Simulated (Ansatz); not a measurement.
**Bi under strains and displacements**

All numbers below come from DFT PBEsol, scalar-relativistic, plane waves, PAW (Ansatz).

Plane waves to 420 eV, a k mesh through Γ of 12×12×4 on the computed 2-atom cell and Gaussian smearing (0.10 eV); no spin polarisation.

Reference cell:

```
Bi
1.0
     4.53900    0.00000    0.00000
    -2.26950    3.93089    0.00000
     0.00000    0.00000   11.82900
Bi
2
Direct
  0.33333 0.66667 0.25000
  0.66667 0.33333 0.75000
```

Each variant moves atoms of this cell by the vectors given, if any (Å), and then applies a symmetric strain (tensor components, Cartesian axes). The reference cell isn't relaxed at this level. Energies are per atom at zero smearing, counted from the lowest variant. Pressure is positive in compression.

1. strain (xx yy zz yz xz xy, %) -3.23 -3.23 -4.74 0.00 0.00 0.00
2. strain (xx yy zz yz xz xy, %) -2.91 -2.91 -5.91 0.00 0.00 0.00
3. strain (xx yy zz yz xz xy, %) -1.68 -1.68 -3.18 0.00 0.00 0.00

```json
{"variant": "1", "ΔE (meV/atom)": "0.0", "P (GPa)": "-4.18", "largest force (eV/Å)": "0.00", "gap on mesh (eV)": "0", "space group": "P6_3/mmc"}
{"variant": "2", "ΔE (meV/atom)": "?", "P (GPa)": "?", "largest force (eV/Å)": "?", "gap on mesh (eV)": "?", "space group": "?"}
{"variant": "3", "ΔE (meV/atom)": "116.2", "P (GPa)": "-3.88", "largest force (eV/Å)": "0.00", "gap on mesh (eV)": "0", "space group": "P6_3/mmc"}
```

Q: Give the withheld rows.

A:
| variant | ΔE (meV/atom) | P (GPa) | largest force (eV/Å) | gap on mesh (eV) | space group |
| --- | --- | --- | --- | --- | --- |
| 2 | 18.7 | -4.20 | 0.00 | 0 | P6_3/mmc |

Spin-orbit coupling is left out, which matters for the bands of heavy elements. Each cell of Bi holds layers, and where no dispersion correction was added their binding is poorly described.

This form isn't the element's structure at ambient conditions.